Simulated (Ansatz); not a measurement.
**HgTe: one input, then a changed one**

The cell is COD entry 1539232, as deposited and not checked against the literature; nothing was relaxed.

First run: DFT, PBE, all-electron LAPW, non-relativistic (Ansatz 0.2.0).

Command: `ansatz run input.yaml --threads 1 --pin off --max-ram 2048MiB --backend cpu --events-out ev --progress --plain --runs-dir out` The run took 49 s on 1 thread of Arm Neoverse V2, with other jobs on the host, peak memory 0.38 GiB.

```yaml
crystal:
  lattice:
    - [0.0, 3.2235, 3.2235]
    - [3.2235, 0.0, 3.2235]
    - [3.2235, 3.2235, 0.0]
  atoms:
    - { symbol: Hg, position: [0.0, 0.0, 0.0] }
    - { symbol: Te, position: [0.75, 0.75, 0.75] }
kpoints:
  mp_grid: { grid: [9, 9, 9] }
  band_path:
    path:
      - [0.0, 0.0, 0.0]
      - [-0.5, -0.5, 0.0]
      - [-0.375, -0.375, 0.25]
      - [-0.375, 0.0, 0.375]
      - [0.0, 0.0, 0.0]
      - [0.0, 0.0, 0.5]
      - [-0.5, -0.25, 0.25]
      - [-0.5, -0.5, 0.0]
    npoints: 5
scf:
  occupations: { method: fermi_dirac, width: 0.05 }
hamiltonian:
  xc: pbe
  pseudopotentials:
    kind: all_electron
    lapw: { basis_error: 0.0005 }
    relativity: none
output:
  forces: true
  stress: true
  eigenvalues: true
```

Result: converged; pressure 9.86 GPa; gap on the k mesh 1.75 eV (the mesh can miss the band edges); 7 SCF iterations.

No spin–orbit coupling, which matters for the heavy atoms here.

The input is then changed:

```diff
@@ -8,5 +8,5 @@
     - { symbol: Te, position: [0.75, 0.75, 0.75] }
 kpoints:
-  mp_grid: { grid: [9, 9, 9] }
+  mp_grid: { grid: [3, 3, 3] }
   band_path:
     path:
```

Q: Predict the outcome of the changed run.

A: It converged; energy at zero smearing +103.7 meV/atom from the first run; pressure 10.68 GPa; gap on the k mesh 1.73 eV (the mesh can miss the band edges); 7 SCF iterations. Some of these settings are too coarse for converged properties.

The results part of its log:

```
SCF 1 converged in 7 iterations: F = -681010.615864 eV  dr2 = 6.57e-8
NSCF: frozen V_eff on 36 k-points
SCF converged after 7 iterations
Free energy (F): -681010.615864 eV
Harris-Foulkes:  -681010.615864 eV  (|F-HF|=1.85e-7)
Internal energy: -681010.615864 eV  (E = F + TS)
E sigma→0 (E₀):  -681010.615864 eV
Fermi energy:    12.241878 eV
--- Per-component energies (eV) ---
  E_band       = -6198.690596
  E_kinetic    = 680834.608725
  E_xc         = -14148.602750
  E_electrostatic = -1347696.621839  (all electrons and nuclei)
  E_smearing   = -0.000000  (= −TS)
  E_closure    = 0.000000  (closes the sum)
  E_atoms      = -681006.090109  (free atoms, spherical and without spin; not in F)
  Σ components = -681010.615864   (vs F -681010.615864, Δ=0.00e0)
  Basis errors (estimates in eV, not in F): energy 2.2e-4 per atom: plane waves 2.0e-4 (1.2e-4 summed), levels above the bands 2.7e-76, relativity 0.0e0, radial functions 2.2e-5, core shells 4.2e-8; eigenvalues (radial functions only) 6.0e-7; not estimated: angular momenta, meshes, grids; target (lapw.basis_error) 5.0e-4; muffin-tin radii Te 1.377 Å, Hg 1.414 Å
--- Forces (eV/Å), atoms counted from 1 ---
  atom   1  Hg     0.00000000    -0.00000000     0.00000000
  atom   2  Te    -0.00000000    -0.00000000     0.00000000
  max |Σ_I F_I| component: 1.85e-17 eV/Å
--- Stress (GPa, compression-positive) ---
       10.681999       0.000000      -0.000000
        0.000000      10.681999       0.000000
       -0.000000       0.000000      10.681999
  P = ⅓ Tr σ = 10.6820 GPa (106.820 kbar)
--- Band table (eV) ---
  k-point 0: bands = ["-339.2680", "-339.2680", "-339.2656", "-339.2656", "-339.2656", "-135.0878", "-96.3696", "-96.3696", "-96.3696", "-96.3682", "-96.3682", "-96.3682", "-96.3667", "-94.7828", "-94.7828", "-94.7828", "-78.0152", "-46.4104", "-46.4104", "-46.4104", "-26.7470", "-26.7470", "-26.7470", "-26.7352", "-26.7352", "0.6967", "2.3781", "2.3781", "2.3781", "2.7522", "2.7522", "11.3487", "11.3487", "11.3487", "13.0801", "15.7427", "15.7427", "15.7427", "19.2450", "20.5740", "20.5740"]
  k-point 1: bands = ["-339.2680", "-339.2680", "-339.2656", "-339.2656", "-339.2656", "-135.0878", "-96.3696", "-96.3696", "-96.3696", "-96.3682", "-96.3682", "-96.3682", "-96.3667", "-94.7828", "-94.7828", "-94.7828", "-78.0152", "-46.4106", "-46.4104", "-46.4104", "-26.7473", "-26.7469", "-26.7469", "-26.7351", "-26.7351", "0.8358", "2.4513", "2.4513", "2.7573", "2.7573", "3.0908", "7.7163", "10.6244", "10.6244", "13.8114", "16.3945", "16.3945", "17.5136", "19.3654", "19.9741", "19.9741"]
  k-point 2: bands = ["-339.2680", "-339.2680", "-339.2656", "-339.2656", "-339.2656", "-135.0878", "-96.3696", "-96.3696", "-96.3696", "-96.3682", "-96.3682", "-96.3682", "-96.3667", "-94.7828", "-94.7828", "-94.7828", "-78.0152", "-46.4106", "-46.4105", "-46.4105", "-26.7476", "-26.7468", "-26.7468", "-26.7353", "-26.7349", "0.8709", "2.5521", "2.5521", "2.6262", "2.7881", "3.2791", "8.0133", "9.6030", "9.6030", "14.0413", "14.6792", "18.7842", "18.7981", "18.7981", "21.0834", "23.5917"]
  k-point 3: bands = ["-339.2680", "-339.2680", "-339.2656", "-339.2656", "-339.2656", "-135.0878", "-96.3696", "-96.3696", "-96.3696", "-96.3682", "-96.3682", "-96.3682", "-96.3667", "-94.7828", "-94.7828", "-94.7828", "-78.0152", "-46.4106", "-46.4106", "-46.4105", "-26.7474", "-26.7471", "-26.7468", "-26.7351", "-26.7350", "0.8892", "2.5239", "2.5551", "2.7116", "2.7601", "3.8763", "7.1128", "8.4179", "9.8023", "14.5296", "16.4921", "17.9845", "18.3602", "19.0013", "20.1926", "23.1490"]
```
